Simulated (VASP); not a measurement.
## CoO: relaxation of cell and atoms with PBE

The system is CoO.

```
Co O
1.0
     0.00000    2.13150    2.13150
     2.13150    0.00000    2.13150
     2.13150    2.13150    0.00000
Co O
1 1
Cartesian
  0.0000 0.0000 0.0000
  2.1315 2.1315 2.1315
```

```yaml
Program: VASP 6.6.1
Task: relaxation of cell and atoms
Functional: PBE
Potentials_or_basis: VASP PAW PBE potentials, release 64 (Co, O)
Cutoff: 520 eV
k_mesh: 12 × 12 × 12
Occupations: gaussian, width 0.02 eV
Spin: no spin polarisation
Further_INCAR_settings: ALGO = Normal; EDIFF = 1e-07; IBRION = 2; EDIFFG = -0.002; NSW = 80; ISIF = 3
```

```
Relaxed volume                         : 8.61 Å³/atom
Relaxed cell                           : a = 2.899 Å, b = 2.899 Å, c = 2.899 Å, α = 60.00°, β = 60.00°, γ = 60.00°
Space group after relaxing (to 0.05 Å) : Fm-3m (No. 225)
Energy gained by relaxing              : 74.1 meV/atom
Ionic steps                            : 6
Pressure after relaxing                : 0.0 GPa
Band gap on the k mesh                 : none (metal or under the smearing width)
```

Step by step:
| step | energy change (eV) | largest force (eV/Å) | pressure (GPa) | volume (Å³) |
| --- | --- | --- | --- | --- |
| 1 | 0.0000 | 0.0000 | -19.95 | 19.37 |
| 2 | -0.0979 | 0.0000 | 16.34 | 16.18 |
| 3 | -0.1483 | 0.0000 | -0.14 | 17.24 |
| 4 | -0.1482 | 0.0000 | 0.41 | 17.20 |
| 5 | -0.1483 | 0.0000 | -0.28 | 17.25 |
| 6 | -0.1483 | 0.0000 | 0.01 | 17.23 |

Final structure:
```yaml
crystal:
  lattice:
    - [0.00000, 2.04994, 2.04994]
    - [2.04994, 0.00000, 2.04994]
    - [2.04994, 2.04994, 0.00000]
  atoms:
    - { symbol: Co, position: [0.00000, 0.00000, 0.00000] }
    - { symbol: O, position: [0.50000, 0.50000, 0.50000] }
```

Levels at points of the mesh, in eV from the Fermi level:
```tsv
k point	band 4	band 5	band 6	band 7	band 8	band 9	band 10	band 11
(0.00, 0.00, 0.00)	-3.81	-1.71	-1.71	-1.71	-1.24	-1.24	1.94	17.39
(0.50, 0.00, 0.00)	-6.17	-0.62	-0.62	-0.27	1.82	1.82	5.59	10.73
(0.50, 0.50, 0.00)	-5.10	-3.00	-0.73	-0.27	-0.27	-0.05	7.32	10.64
```

Wall time 44 s on 1 thread of Intel(R) Xeon(R) Platinum 8488C (Sapphire Rapids), on a shared host, peak memory 0.16 GiB.

Caveat: the volume moved by -11 % from the deposited cell, more than functionals usually miss; an odd number of electrons without spin polarisation forces a metal; a magnetic or distorted state may lie lower; the run has no spin polarisation, though such a crystal can be magnetic; semilocal functionals often make such compounds metallic where correlation or magnetic order opens a gap, which also shifts bond lengths. With open d or f shells a metallic result of PBE can be an artefact of self-interaction; +U or a hybrid may open a gap.
